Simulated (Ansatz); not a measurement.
# Stability checks on a candidate for ZnO

The cell was reached from a generator's guess, though it ends in a space group that the Crystallography Open Database lists for this formula.

Theory: Ansatz, DFT PBE, scalar-relativistic, plane waves, PAW. Settings of the last relaxation (4-atom cell): 420 eV, 9×9×6 k points, Gaussian smearing of 0.02 eV, no spin polarisation.

```cif
data_structure
_symmetry_space_group_name_H-M 'P6_3mc'
_symmetry_Int_Tables_number 186
_cell_length_a 3.2796
_cell_length_b 3.2796
_cell_length_c 5.2932
_cell_angle_alpha 90.000
_cell_angle_beta 90.000
_cell_angle_gamma 120.000
_cell_volume 49.31
loop_
_atom_site_label
_atom_site_type_symbol
_atom_site_symmetry_multiplicity
_atom_site_Wyckoff_symbol
_atom_site_fract_x
_atom_site_fract_y
_atom_site_fract_z
_atom_site_occupancy
Zn1 Zn 2 b 0.33333 0.66667 0.81046 1
O1 O 2 b 0.66667 0.33333 0.68955 1
```

The zero of energy is the elements' standard structures at the same level (O₂ as a molecule); no fitted shifts are applied.

Question: These tests were run: energy against the elements; phonons on a 3×3×1 q mesh; elastic tensor. What do they show?

Answer:

| test | result |
| --- | --- |
| energy against the elements | −1.424 eV/atom |
| phonons on a 3×3×1 q mesh | no imaginary mode on the mesh |
| elastic tensor | least eigenvalue 37 GPa |

It fails none of these tests. Whether a mixture of other phases lies lower isn't tested here.

The run for the phonons used a 9×9×6 k mesh. The run for the elastic tensor used a 9×9×6 k mesh.
